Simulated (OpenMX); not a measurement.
## Au in OpenMX: convergence with VNA

Au:

```
Au
1.0
     2.90000    0.00000    0.00000
    -1.45000    2.51147    0.00000
     0.00000    0.00000    4.88000
Au
2
Direct
  0.63699 0.33194 0.23788
  0.31877 0.63422 0.75012
```

This isn't the form of Au at room conditions, which is fcc.

The cell isn't the ideal one: atoms moved at random, drawn with an rms of 0.1 Å.

| Item | Value |
| --- | --- |
| Program | OpenMX 3.8.5 |
| Task | convergence study |
| Functional | LDA |
| Potentials or basis | OpenMX 2013 LDA set, Au7.0-s3p2d2, grid cutoff 400 Ry |
| k mesh | 9 × 9 × 5 |
| Occupations | fermi-dirac, width 0.05 eV |
| Spin | no spin polarisation |

These are the settings of the first run; the series varies VNA, with any setting tied to it.

Hardware: 1 thread of Intel(R) Xeon(R) 6975P-C (Granite Rapids) (shared host).

**Question.** The values tried are 1 3, 2 4, 3 6, 4 8, 5 10, 6 12, 6 16, loosest first. From which on does the pressure stay within 0.1 GPa of the tightest run that finished?

**Answer.** From 5 10 on.

```tsv
VNA	energy less the tightest run, at zero smearing (meV/atom)	pressure (GPa)	largest force (eV/Å)	SCF cycles	CPU time (s)	peak memory (GiB)
1 3	108.40	-4.39	0.434	15	49	0.53
2 4	47.51	-4.91	0.461	15	51	0.54
3 6	26.38	-5.49	0.457	15	56	0.56
4 8	8.22	-6.12	0.453	15	65	0.62
5 10	4.38	-6.18	0.449	15	77	0.59
6 12	0.89	-6.23	0.447	15	92	0.66
6 16	0.00	-6.25	0.447	15	110	0.74
```

Against the tightest run, the energy stays within 1 meV/atom from 6 12 on; the largest force stays within 0.005 eV/Å from 5 10 on. The tightest run that finished is the yardstick and may itself not be fully converged.

Caveat, for the tightest run too: the basis of atomic orbitals isn't converged, which shifts pressures, moduli and gaps. The run has no spin-orbit coupling, so splittings on Au are missing.
